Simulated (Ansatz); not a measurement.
# WS$_{2}$: energy from the work of forces and stress

```
W S
1.0
     3.18000    0.00000    0.00000
    -1.59000    2.75396    0.00000
     0.00000    0.00000   12.50000
W S
2 4
Direct
  0.33333 0.66667 0.25000
  0.66667 0.33333 0.75000
  0.33333 0.66667 0.62000
  0.66667 0.33333 0.12000
  0.33333 0.66667 0.88000
  0.66667 0.33333 0.38000
```

Method: Ansatz, DFT PBE, scalar-relativistic, plane waves, PAW.

Plane waves to 420 eV, a k mesh through Γ of 12×12×4 on the computed 6-atom cell and Gaussian smearing (0.02 eV); no spin polarisation.

At the start the stress (GPa, compression positive, xx yy zz yz xz xy) is -2.05 -2.05 -6.97 0.00 0.00 0.00 and the forces (eV/Å) are W1 (0.00, 0.00, 0.00); W2 (0.00, 0.00, 0.00); S3 (0.00, 0.00, 1.06); S4 (0.00, 0.00, 1.06); S5 (0.00, 0.00, -1.06); S6 (0.00, 0.00, -1.06). Each variant moves atoms by u and then strains the cell by ε, so an atom ends at (r + u)(1 + ε); shears are tensor components, each standing twice in ε. The starting volume is 109.47 Å³.

Variant 1: strain (xx yy zz yz xz xy, %) 4.50 4.50 -4.50 0.00 0.00 0.00, moves (Å) S3 (0.000, 0.000, 0.122); S4 (0.000, 0.000, 0.122); S5 (0.000, 0.000, -0.122); S6 (0.000, 0.000, -0.122). There the stress is -4.53 -4.53 16.94 0.00 0.00 0.00 GPa and the forces (eV/Å) are W1 (0.00, 0.00, 0.00); W2 (0.00, 0.00, 0.00); S3 (0.00, 0.00, -1.80); S4 (0.00, 0.00, -1.80); S5 (0.00, 0.00, 1.80); S6 (0.00, 0.00, 1.80).

Variant 2: strain (xx yy zz yz xz xy, %) 0.86 2.91 -0.32 2.00 1.16 1.77, moves (Å) W1 (0.058, -0.034, 0.000); W2 (-0.116, 0.067, 0.000); S3 (0.095, 0.015, 0.159); S4 (-0.004, 0.076, -0.127); S5 (0.034, -0.090, -0.159); S6 (-0.068, -0.035, 0.127). There the stress is 1.25 -5.85 0.43 -0.78 -0.45 -6.15 GPa and the forces (eV/Å) are W1 (-1.20, 0.70, 0.00); W2 (5.19, -3.00, 0.00); S3 (-2.56, 1.55, -2.79); S4 (0.58, -0.37, 2.82); S5 (-2.62, 1.44, 2.79); S6 (0.61, -0.32, -2.82).

Variant 3: strain (xx yy zz yz xz xy, %) 2.94 2.94 8.94 0.00 0.00 0.00, moves (Å) S3 (0.000, 0.000, 0.429); S4 (0.000, 0.000, -0.056); S5 (0.000, 0.000, -0.429); S6 (0.000, 0.000, 0.056). There the stress is -1.10 -1.10 1.78 0.00 0.00 0.00 GPa and the forces (eV/Å) are W1 (0.00, 0.00, 0.00); W2 (0.00, 0.00, 0.00); S3 (0.00, 0.00, -5.77); S4 (0.00, 0.00, 3.75); S5 (0.00, 0.00, 5.77); S6 (0.00, 0.00, -3.75).

Variant 4: strain (xx yy zz yz xz xy, %) -0.88 -0.88 5.12 0.00 0.00 0.00, moves (Å) S3 (0.000, 0.000, -0.122); S4 (0.000, 0.000, -0.122); S5 (0.000, 0.000, 0.122); S6 (0.000, 0.000, 0.122). There the stress is -6.97 -6.97 -34.81 0.00 0.00 0.00 GPa and the forces (eV/Å) are W1 (0.00, 0.00, 0.00); W2 (0.00, 0.00, 0.00); S3 (0.00, 0.00, 3.63); S4 (0.00, 0.00, 3.63); S5 (0.00, 0.00, -3.63); S6 (0.00, 0.00, -3.63).

Problem. Estimate each change of free energy from forces and stresses by the trapezoid rule along the path (r + tu)(1 + tε), t from 0 to 1, and compare with the computed change.

Solution. The derivative of the energy along the path is −F·u(1 + tε) for the atoms and −V σ(1 + tε)⁻¹ : ε for the cell, with F, σ and V taken at t (σ positive in compression; 1 eV/Å³ = 160.2 GPa). Averaging t = 0 and t = 1 gives, in meV per atom:
```json
{"variant": "1", "work on atoms": "27.0", "work on cell": "63.2", "sum": "90.2", "computed": "90.6"}
{"variant": "2", "work on atoms": "243.2", "work on cell": "26.7", "sum": "269.9", "computed": "251.9"}
{"variant": "3", "work on atoms": "422.5", "work on cell": "36.9", "sum": "459.3", "computed": "415.4"}
{"variant": "4", "work on atoms": "199.1", "work on cell": "110.7", "sum": "309.8", "computed": "322.4"}
```

The rule is exact for a quadratic energy surface and overshoots a term ct³ by c/2, so the difference between the last two columns measures the net anharmonic part along the path (terms of opposite sign can cancel, and the finite basis adds a little): 0 to 11 % here.

Spin-orbit coupling is left out, which matters for the bands of heavy elements. Each cell of WS2 holds layers, and where no dispersion correction was added their binding is poorly described. Some of these cells have no gap on the mesh, and for them the smearing is narrow.